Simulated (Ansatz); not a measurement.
**Convergence of Ni₃Ge with the occupation rule**

Computed with DFT r2SCAN, scalar-relativistic, plane waves, PAW in Ansatz 0.2.0.

```
Ni Ge
1.0
     3.53033    0.00000    0.00000
     0.00000    3.53033    0.00000
     0.00000    0.00000    3.53033
Ni Ge
3 1
Direct
  0.50000 0.00000 0.50000
  0.00000 0.50000 0.50000
  0.50000 0.50000 0.00000
  0.00000 0.00000 0.00000
```

```json
{
  "plane-wave cutoff": "500 eV",
  "Γ-centred k-mesh": "12×12×12",
  "spin treatment": "unpolarised"
}
```

The atoms are held and the occupation rule is swept. Energies are extrapolated to zero smearing and count from the reference run, 12×12×12 Γ-centred mesh, Gaussian smearing 0.1 eV. The cell isn't necessarily relaxed at this level. Pressure is positive in compression.

```
     rule, width (eV)  ΔE (meV/atom)  ΔF, free energy (meV/atom) P (GPa)
         Gaussian 0.1              ?                           ?        ?
         Gaussian 0.3           0.06                       -9.86     0.59
         Gaussian 0.5           3.66                       -31.7     1.11
     Fermi–Dirac 0.05          -0.05                       -0.84     0.43
      Fermi–Dirac 0.2              ?                           ?        ?
Methfessel–Paxton 0.5           0.46                        6.59     0.11
            cold 0.01           0.29                        1.65     0.41
            cold 0.02           0.29                        1.63     0.41
             cold 0.1              ?                           ?        ?
             cold 0.2           0.55                        3.55     0.34
             cold 0.3           1.36                        6.56     0.28
             cold 0.5              ?                           ?        ?
          tetrahedron           0.16                        1.52     0.40
```

Task: Fill in the withheld rows.

Result: The withheld rows:

| rule, width (eV) | ΔE (meV/atom) | ΔF, free energy (meV/atom) | P (GPa) |
| --- | --- | --- | --- |
| Gaussian 0.1 | 0.00 | 0.00 | 0.42 |
| Fermi–Dirac 0.2 | 4.69 | -35.5 | 1.23 |
| cold 0.1 | 0.05 | 1.66 | 0.38 |
| cold 0.5 | -3.04 | 23.4 | -0.70 |

1 further run of this set didn't finish or converge.

Cost: 13 runs of about 3 core-minutes in all, on Intel Xeon 6975P-C (Granite Rapids) (shared hosts).